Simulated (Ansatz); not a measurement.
# Polymorphs of Cd₄InO

All numbers below come from Ansatz, DFT PBE, scalar-relativistic, plane waves, PAW. Settings: cutoff 420 eV, Γ-centred meshes spaced at most about 0.3 Å⁻¹, and about 0.25 Å⁻¹ or finer for metals (2π included), Gaussian smearing. Spin is collinear in cells that carry moments; the others ran without spin or lost their moments.

Formation energies are uncorrected and refer to the elements' standard structures at the same level (O₂ as a molecule).

Temperature and zero-point effects are left out. Larger cells and other orderings weren't all tried, so the list isn't exhaustive. The magnetic state reached may not be the lowest.

Invented guesses were relaxed alike, and ends that match in structure, energy and magnetic state were merged. ΔE counts from the first row. Coordination counts Cd or In atoms around O (for each partner element, those within 1.25 times its shortest distance or 1.15 times the sum of covalent radii, where it is the nearest in units of that sum or under 1.3; a plus sign parts groups by distance over the sum of covalent radii; the shortest distance is added where it exceeds 1.18 times the sum of covalent radii). The ends were matched against large subsets of the Crystallography Open Database and the Materials Project, so a missing match doesn't prove that a structure is unreported.

```tsv
#	reached from	type and space group	atoms	Å³/atom	coordination	ΔE (meV/atom)	gap on mesh (eV)	moments	in databases
1	MnFeSi4 type (P4/mmm)	P4/mmm (No. 123)	6	21.2	O 8 from 2.6 Å	0	0.00	none	no match
2	CsBH4 type (F-43m)	F-43m (No. 216)	6	31.3	O 4	93	0.00	none	no match
3	random cell	P6/mmm (No. 191)	6	21.7	O 2 from 2.9 Å	225	0.00	parallel, 0.4 μB	no match
4	TiCrB4 type (P6/mmm)	P6/mmm (No. 191)	6	22.3	O 2 from 2.7 Å	302	0.00	none	no match
5	HoCo4Ni type (P-6m2)	P-6m2 (No. 187)	6	24.8	O 3+12 from 3.2 Å	478	0.00	parallel, 0.8 μB	no match
```

The lowest: Space group P4/mmm (No. 123), tetragonal, a = 3.101 Å, c = 13.255 Å. Cd on its first site has 1 Cd at 2.80 Å, 4 Cd at 3.10 Å and 4 In at 3.26 Å; around Cd on its second site lie 4 O at 2.61 Å, 2 Cd at 2.80–2.83 Å and 4 Cd at 3.10 Å; In is surrounded by 4 In at 3.10 Å and 8 Cd at 3.26 Å; around O lie 8 Cd at 2.61 Å and 4 O at 3.10 Å. Its energy over the elements is −0.13 eV/atom. It lies below the elements, which doesn't yet make it stable against other compounds or structures. An observed structure of this formula, if there is one, may be missing.

```cif
data_structure
_symmetry_space_group_name_H-M 'P4/mmm'
_symmetry_Int_Tables_number 123
_cell_length_a 3.1014
_cell_length_b 3.1014
_cell_length_c 13.2552
_cell_angle_alpha 90.000
_cell_angle_beta 90.000
_cell_angle_gamma 90.000
_cell_volume 127.50
loop_
_atom_site_label
_atom_site_type_symbol
_atom_site_symmetry_multiplicity
_atom_site_Wyckoff_symbol
_atom_site_fract_x
_atom_site_fract_y
_atom_site_fract_z
_atom_site_occupancy
Cd1 Cd 2 h 0.50000 0.50000 0.31812 1
Cd2 Cd 2 h 0.50000 0.50000 0.89344 1
In1 In 1 b 0.00000 0.00000 0.50000 1
O1 O 1 a 0.00000 0.00000 0.00000 1
```

The second: Space group F-43m (No. 216), cubic, a = 9.091 Å. Cd is surrounded by 1 O at 2.17 Å, 3 Cd at 2.88 Å, 3 Cd at 3.55 Å and 3 In at 3.74 Å; In has 12 Cd at 3.74 Å; O has 4 Cd at 2.17 Å. Counting Cd or In atoms around O, the first has O 8 from 2.6 Å and the second has O 4. Cells relaxed within their symmetry can be saddle points. Some types were kept out of the candidates beforehand, so the set may lack a known form.
